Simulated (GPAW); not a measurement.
# GaN (F-43m) in GPAW: convergence with k mesh

Aim: find how far k mesh must go before the results for GaN settle, at PBE. This setting moves, with any that are tied to it; all else stays.

All numbers are computed with GPAW 26.7.0; they aren't measurements. Logs are shortened: lines on timing, memory, paths and dates and some standing lists are left out, and cuts for length are marked. The log counts tension as positive stress, the text compression.

### Step 1. Starting point

It takes space group F-43m (No. 216, cubic). Conventional cell: a = 4.507 Å, b = 4.507 Å, c = 4.507 Å, α = 90.00°, β = 90.00°, γ = 90.00°. Around Ga (site symmetry -43m) lie 4 N at 1.95 Å. Around N (site symmetry -43m) lie 4 Ga at 1.95 Å.

The cell is a database's computed one.

### Step 2. With k mesh 2 × 2 × 2

Input file run.py:

```python
from ase.dft.bandgap import bandgap
from ase.io import read, write
from ase.units import GPa
from gpaw import GPAW, PW

atoms = read('POSCAR')

calc = GPAW(mode=PW(800),
            xc='PBE',
            kpts={'size': (2, 2, 2), 'gamma': True},
            occupations={'name': 'fermi-dirac', 'width': 0.05},
            nbands=11,
            convergence={'density': 1e-05, 'energy': 1e-05},
            maxiter=100,
            txt='gpaw.txt')
atoms.calc = calc
energy = atoms.get_potential_energy()
forces = atoms.get_forces()
stress = atoms.get_stress()
calc.write('gs.gpw')
write('result.traj', atoms)
print(f'Energy: {energy:.6f} eV')
print('Forces (eV/A):')
print(forces.round(4))
print('Stress (GPa):', (stress / GPa).round(3))
print('Fermi level:', round(calc.get_fermi_level(), 4), 'eV')
print(f'Gap: {bandgap(calc)[0]:.4f} eV, direct: {bandgap(calc, direct=True)[0]:.4f} eV')
```

Input file POSCAR:

```
GaN
1.0
    0.0000000000      2.2535006075      2.2535006075
    2.2535006075      0.0000000000      2.2535006075
    2.2535006075      2.2535006075      0.0000000000
Ga N
1 1
Direct
    0.0000000000      0.0000000000      0.0000000000
    0.2500000000      0.2500000000      0.2500000000
```

Potentials or basis: GPAW PAW data sets (gpaw-data 1.2.1), pw.

Run with:

```console
OMP_NUM_THREADS=1 python run.py
```

Run time: 2.7 s. Hardware: 1 thread of Arm Neoverse V1, shared host; peak memory 0.13 GiB.

What came out:

| Item | Value |
| --- | --- |
| Free energy | -10.3056 eV |
| Pressure | 17.0 GPa |
| Band gap on the k mesh | 1.58 eV, direct |

### Step 3. With k mesh 3 × 3 × 3

Edit run.py of step 2 so:

```diff
@@ -9,3 +9,3 @@
             xc='PBE',
-            kpts={'size': (2, 2, 2), 'gamma': True},
+            kpts={'size': (3, 3, 3), 'gamma': True},
             occupations={'name': 'fermi-dirac', 'width': 0.05},
```

POSCAR is that of step 2.

Potentials or basis: GPAW PAW data sets (gpaw-data 1.2.1), pw.

Run with:

```console
OMP_NUM_THREADS=1 python run.py
```

Wall time 3 s (1 thread of Arm Neoverse V1, shared host); peak memory 0.13 GiB.

Results:

```yaml
Free_energy: -11.7813 eV
Pressure: 13.0 GPa
Band_gap_on_the_k_mesh: 1.76 eV, direct
```

### Step 4. With k mesh 4 × 4 × 4

Edit run.py of step 3 so:

```diff
@@ -9,3 +9,3 @@
             xc='PBE',
-            kpts={'size': (3, 3, 3), 'gamma': True},
+            kpts={'size': (4, 4, 4), 'gamma': True},
             occupations={'name': 'fermi-dirac', 'width': 0.05},
```

POSCAR is that of step 3.

Run with:

```console
OMP_NUM_THREADS=1 python run.py
```

Run time: 4.1 s. Hardware: 1 thread of Arm Neoverse V1, shared host; peak memory 0.13 GiB.

What came out:

* Free energy: -12.0175 eV
* Pressure: 12.5 GPa
* Band gap on the k mesh: 1.82 eV, direct

### Step 5. With k mesh 5 × 5 × 5

Edit run.py of step 4 so:

```diff
@@ -9,3 +9,3 @@
             xc='PBE',
-            kpts={'size': (4, 4, 4), 'gamma': True},
+            kpts={'size': (5, 5, 5), 'gamma': True},
             occupations={'name': 'fermi-dirac', 'width': 0.05},
```

POSCAR is that of step 4.

Run with:

```console
OMP_NUM_THREADS=1 python run.py
```

It took 4.7 s on 1 thread of Arm Neoverse V1, shared host; peak memory 0.13 GiB.

It converged, with:

- Free energy: -12.0663 eV
- Pressure: 12.5 GPa
- Band gap on the k mesh: 1.83 eV, direct

### Step 6. With k mesh 6 × 6 × 6

Edit run.py of step 5 so:

```diff
@@ -9,3 +9,3 @@
             xc='PBE',
-            kpts={'size': (5, 5, 5), 'gamma': True},
+            kpts={'size': (6, 6, 6), 'gamma': True},
             occupations={'name': 'fermi-dirac', 'width': 0.05},
```

POSCAR is that of step 5.

Potentials or basis: GPAW PAW data sets (gpaw-data 1.2.1), pw.

Run with:

```console
OMP_NUM_THREADS=1 python run.py
```

It took 6.5 s on 1 thread of Arm Neoverse V1, shared host; peak memory 0.13 GiB.

Results (log left out):

```
Free energy            : -12.0777 eV
Pressure               : 12.5 GPa
Band gap on the k mesh : 1.84 eV, direct
```

### Step 7. With k mesh 8 × 8 × 8

Edit run.py of step 6 so:

```diff
@@ -9,3 +9,3 @@
             xc='PBE',
-            kpts={'size': (6, 6, 6), 'gamma': True},
+            kpts={'size': (8, 8, 8), 'gamma': True},
             occupations={'name': 'fermi-dirac', 'width': 0.05},
```

POSCAR is that of step 6.

Run with:

```console
OMP_NUM_THREADS=1 python run.py
```

Run time: 10 s. Hardware: 1 thread of Arm Neoverse V1, shared host; peak memory 0.14 GiB.

It converged, with:

```yaml
Free_energy: -12.0818 eV
Pressure: 12.5 GPa
Band_gap_on_the_k_mesh: 1.84 eV, direct
```

### Step 8. With k mesh 9 × 9 × 9

Edit run.py of step 7 so:

```diff
@@ -9,3 +9,3 @@
             xc='PBE',
-            kpts={'size': (8, 8, 8), 'gamma': True},
+            kpts={'size': (9, 9, 9), 'gamma': True},
             occupations={'name': 'fermi-dirac', 'width': 0.05},
```

POSCAR is that of step 7.

Run with:

```console
OMP_NUM_THREADS=1 python run.py
```

Wall time 12 s (1 thread of Arm Neoverse V1, shared host); peak memory 0.14 GiB.

It converged, with:

| Property | Result |
| --- | --- |
| Free energy | -12.0822 eV |
| Pressure | 12.5 GPa |
| Band gap on the k mesh | 1.84 eV, direct |

### Step 9. With k mesh 11 × 11 × 11

Edit run.py of step 8 so:

```diff
@@ -9,3 +9,3 @@
             xc='PBE',
-            kpts={'size': (9, 9, 9), 'gamma': True},
+            kpts={'size': (11, 11, 11), 'gamma': True},
             occupations={'name': 'fermi-dirac', 'width': 0.05},
```

POSCAR is that of step 8.

Potentials or basis: GPAW PAW data sets (gpaw-data 1.2.1), pw.

Run with:

```console
OMP_NUM_THREADS=1 python run.py
```

It took 18 s on 1 thread of Arm Neoverse V1, shared host; peak memory 0.15 GiB.

The run converged. Its results:

| Property | Result |
| --- | --- |
| Free energy | -12.0823 eV |
| Pressure | 12.6 GPa |
| Band gap on the k mesh | 1.84 eV, direct |

### Step 10. With k mesh 14 × 14 × 14

Edit run.py of step 9 so:

```diff
@@ -9,3 +9,3 @@
             xc='PBE',
-            kpts={'size': (11, 11, 11), 'gamma': True},
+            kpts={'size': (14, 14, 14), 'gamma': True},
             occupations={'name': 'fermi-dirac', 'width': 0.05},
```

POSCAR is that of step 9.

Potentials or basis: GPAW PAW data sets (gpaw-data 1.2.1), pw.

Run with:

```console
OMP_NUM_THREADS=1 python run.py
```

gpaw.txt:

```text
__  _  _
 | _ |_)|_||  |
 |__||  | ||/\| - 26.7.0

Input parameters:
  mode=PW(ecut=800.0),
  convergence={'density': 1e-05, 'energy': 1e-05},
  kpts=MonkhorstPack(size=(14, 14, 14), gamma=True),
  maxiter=100,
  nbands=11,
  occupations=Occupations(name='fermi-dirac', width=0.05),
  xc=XC(name='PBE')

Diagonalizing LCAO Hamiltonian
Converting LCAO to pw mode

           N
       Ga

Atoms  # Å, Bohr magnetons
|   | symbol |        x |        y |        z |    initial magnetic moments |
|---|--------|----------|----------|----------|-----------------------------|
| 0 |     Ga | 0.000000 | 0.000000 | 0.000000 | ( 0.0000,  0.0000,  0.0000) |
| 1 |      N | 1.126750 | 1.126750 | 1.126750 | ( 0.0000,  0.0000,  0.0000) |

Unit cell  # Å
| periodic |        x |        y |        z |  lengths |    angles |
|----------|----------|----------|----------|----------|-----------|
|      yes | 0.000000 | 2.253501 | 2.253501 | 3.186931 | 60.000000 |
|      yes | 2.253501 | 0.000000 | 2.253501 | 3.186931 | 60.000000 |
|      yes | 2.253501 | 2.253501 | 0.000000 | 3.186931 | 60.000000 |

Number of symmetries: 24
Symmetry operations  # r_c * U_cc + t_c -> r_c
|    | kind |            matrix            |
|----|------|------------------------------|
|  0 |  E   |  1, 0, 0,  0, 1, 0,  0, 0, 1 |
|  1 |  σ   |  1, 0, 0,  0, 0, 1,  0, 1, 0 |
|  2 |  σ   |  1, 0,-1,  0, 1,-1,  0, 0,-1 |
|  3 |  C3  |  1, 0,-1,  0, 0,-1,  0, 1,-1 |
|  4 |  C3  |  1,-1, 0,  0,-1, 1,  0,-1, 0 |
|  5 |  σ   |  1,-1, 0,  0,-1, 0,  0,-1, 1 |
|  6 |  σ   |  0, 1, 0,  1, 0, 0,  0, 0, 1 |
|  7 |  C3  |  0, 1, 0,  0, 0, 1,  1, 0, 0 |
|  8 |  C2  |  0, 1,-1,  1, 0,-1,  0, 0,-1 |
|  9 |  S4  |  0, 1,-1,  0, 0,-1,  1, 0,-1 |
| 10 |  C3  |  0, 0, 1,  1, 0, 0,  0, 1, 0 |
| 11 |  σ   |  0, 0, 1,  0, 1, 0,  1, 0, 0 |
| 12 |  S4  |  0, 0,-1,  1, 0,-1,  0, 1,-1 |
| 13 |  C3  |  0, 0,-1,  0, 1,-1,  1, 0,-1 |
| 14 |  S4  |  0,-1, 1,  1,-1, 0,  0,-1, 0 |
| 15 |  C2  |  0,-1, 1,  0,-1, 0,  1,-1, 0 |
| 16 |  C3  |  0,-1, 0,  1,-1, 0,  0,-1, 1 |
| 17 |  S4  |  0,-1, 0,  0,-1, 1,  1,-1, 0 |
| 18 |  S4  | -1, 1, 0, -1, 0, 1, -1, 0, 0 |
| 19 |  C3  | -1, 1, 0, -1, 0, 0, -1, 0, 1 |
| 20 |  C3  | -1, 0, 1, -1, 1, 0, -1, 0, 0 |
[... 127 lines left out ...]

convergence criteria:
- Maximum integral of absolute [dens]ity change: 1e-05 electrons / valence electron
- Maximum [total energy] change in last 3 cyles: 1e-05 eV / valence electron
- Maximum integral of absolute [eigenst]ate change: 4e-08 eV^2 / valence electron
maximum number of iterations: 100

SCF iterations
|iter     | |      energy | eigst |  dens |
|---------|-|-------------|-------|-------|
|iter:   1| |  -13.898421 | -0.17 |       |
|iter:   2| |  -13.404632 | -2.03 | -0.57 |
|iter:   3| |  -12.082137 | -0.69 | -0.62 |
|iter:   4| |  -12.081291 | -3.19 | -1.29 |
|iter:   5| |  -12.082323 | -3.50 | -1.56 |
|iter:   6| |  -12.082345 | -5.59 | -2.85 |
|iter:   7| |  -12.082357c| -6.24 | -3.18 |
|iter:   8| |  -12.082357c| -8.31c| -4.36 |
|iter:   9| |  -12.082357c| -7.99c| -4.84 |
|iter:  10| |  -12.082357c| -9.39c| -5.95c|

Converged in 10 steps
Energy contributions relative to reference atoms: (reference = -54366.393033)

Energy contributions:
  Kinetic:          34.121017
  Coulomb:         -30.034579
  Zero:              0.150519
  External:          0.000000
  Xc:              -16.319314
  Entropy:          -0.000000
  Spinorbit:         0.000000
  ----------------------------
  Free energy:     -12.082357
  Extrapolated:    -12.082357

dipole moment: (-12.564808, -12.564808, -12.564808)  # |e|*Ang

Fermi level: 7.298
Eigenvalues  # (at kpt = [0.000, 0.000, 0.000])
| band index |      eig [eV] | occ [0-2] |
|------------|---------------|-----------|
|          0 |        -9.463 |     2.000 |
|          1 |         6.390 |     2.000 |
|          2 |         6.390 |     2.000 |
|          3 |         6.390 |     2.000 |
|          4 |         8.229 |     0.000 |
|          5 |        16.799 |     0.000 |
|          6 |        16.799 |     0.000 |
|          7 |        16.799 |     0.000 |
|          8 |        24.087 |     0.000 |
|          9 |        24.815 |     0.000 |
|         10 |        24.827 |     0.000 |

Gap: 1.839 eV
Transition (v -> c):
  (s=0, k=0, n=3, [0.00, 0.00, 0.00]) -> (s=0, k=0, n=4, [0.00, 0.00, 0.00])
No difference between direct/indirect transitions

Forces  # eV/Ang
|       x |        y |       z |
|---------|----------|---------|
| 0.00000 |  0.00000 | 0.00000 |  # Ga   0
| 0.00000 | -0.00000 | 0.00000 |  # N    1

Stress tensor  # eV/Ang^3
|         x |         y |         z |
|-----------|-----------|-----------|
| -0.078356 | -0.000000 | -0.000000 |
| -0.000000 | -0.078356 | -0.000000 |
| -0.000000 | -0.000000 | -0.078356 |

# Writing to gs.gpw (mode='')
```

stdout:

```text
Energy: -12.082357 eV
Forces (eV/A):
[[ 0.  0.  0.]
 [ 0. -0.  0.]]
Stress (GPa): [-12.554 -12.554 -12.554  -0.     -0.     -0.   ]
Fermi level: 7.2984 eV
Gap: 1.8388 eV, direct: 1.8388 eV
```

Wall time 31 s (1 thread of Arm Neoverse V1, shared host); peak memory 0.18 GiB.

What came out:

- Free energy: -12.0824 eV
- Pressure: 12.6 GPa
- Band gap on the k mesh: 1.84 eV, direct

### Step 11. The series at a glance

```csv
k mesh,"energy less the tightest run, at zero smearing (meV/atom)",pressure (GPa),gap on the mesh (eV),SCF cycles,CPU time (s),peak memory (GiB)
2 × 2 × 2,888.40,17.03,1.577,10,2.7,0.13
3 × 3 × 3,150.55,12.99,1.764,10,3,0.13
4 × 4 × 4,32.44,12.49,1.817,10,4.1,0.13
5 × 5 × 5,8.01,12.49,1.832,10,4.7,0.13
6 × 6 × 6,2.35,12.51,1.837,10,6.5,0.13
8 × 8 × 8,0.28,12.54,1.839,10,10,0.14
9 × 9 × 9,0.09,12.55,1.839,10,12,0.14
11 × 11 × 11,0.02,12.55,1.839,10,18,0.15
14 × 14 × 14,0.00,12.55,1.839,10,31,0.18
```

Against the tightest run, the energy stays within 1 meV/atom from 8 × 8 × 8 on; the pressure stays within 0.1 GPa from 4 × 4 × 4 on; the gap on the mesh stays within 0.01 eV from 5 × 5 × 5 on. Meshes of other sizes hit other points, so gaps and Fermi surfaces needn't settle smoothly. The tightest run that finished is the yardstick and may itself not be fully converged.
